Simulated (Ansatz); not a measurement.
Consider the ligand exchange at the Si–C bond: `C=C=C(O)[SiH3]` + `OCCO` → `OCCO[SiH3]` + `C=C=CO`.

Calculated with Ansatz (gas phase, PBE0-D4/def2-TZVP geometries, no zero-point term in ΔE). CCSD(T)/CBS adds triple-zeta CCSD(T) − MP2 to the extrapolated MP2 energy (def2 sets, frozen cores). This one scheme is used for every species. Functionals use def2-TZVPP. Each species was taken in one conformer, which may not be the lowest.

`C=C=C(O)[SiH3]`:

```xyz
11

C     1.107   -1.821   -0.599
C     0.690   -0.690   -0.107
C     0.233    0.440    0.367
O     0.936    1.286    1.188
Si   -1.499    1.014   -0.059
H     1.620   -1.870   -1.556
H     0.958   -2.760   -0.072
H     1.808    0.910    1.352
H    -2.302    1.165    1.182
H    -1.440    2.329   -0.749
H    -2.112   -0.003   -0.946
```

`OCCO`:

Cartesian coordinates in Å:
```
O -1.650 0.414 -0.072
C -0.371 0.645 0.461
C 0.534 -0.547 0.253
O 0.622 -0.879 -1.123
H -1.515 -0.024 -0.919
H 0.090 1.538 0.007
H -0.488 0.846 1.529
H 0.106 -1.426 0.741
H 1.524 -0.361 0.688
H 1.149 -0.206 -1.564
```

`OCCO[SiH3]`:

```xyz
13

O    -1.765    1.247    1.025
C    -1.750   -0.026    0.430
C    -0.349   -0.574    0.319
O     0.405    0.322   -0.480
Si    2.003    0.085   -0.799
H    -1.143    1.790    0.529
H    -2.206   -0.003   -0.570
H    -2.351   -0.685    1.062
H     0.098   -0.653    1.319
H    -0.371   -1.573   -0.135
H     2.431    1.228   -1.637
H     2.207   -1.198   -1.526
H     2.791    0.039    0.463
```

`C=C=CO`:

```xyz
8

C     0.477    0.130   -1.470
C    -0.092    0.129   -0.299
C    -0.671    0.134    0.870
O    -0.192   -0.428    2.015
H     1.155    0.923   -1.775
H     0.295   -0.662   -2.193
H    -1.630    0.614    1.027
H     0.658   -0.839    1.825
```

**Question.** Is it downhill or uphill in electronic energy at CCSD(T)/CBS, and by how much? (Estimate.)

**Answer.** Ansatz gave: Downhill: ΔE = -20.3 kcal/mol.

**Question.** What do these levels give: PBE-D4, ωB97X-V, ωB97M-V, B2PLYP, PBE, SCS-MP2/def2-QZVPP? (Best estimate.)

**Answer.** Computed: PBE-D4 -17.0, ωB97X-V -20.3, ωB97M-V -20.2, B2PLYP -21.0, PBE -17.3, SCS-MP2/def2-QZVPP -21.4 kcal/mol.

Largest T1 diagnostic among the species: 0.013.

From PBE to PBE0 (25 % exact exchange), in def2-TZVPP and without D4, ΔE moves by −1.2 kcal/mol. In def2-TZVPP, CCSD(T) changes the Hartree–Fock value by +4.4 kcal/mol (the triples alone add +0.8 kcal/mol) and MP2 by +4.4 kcal/mol.
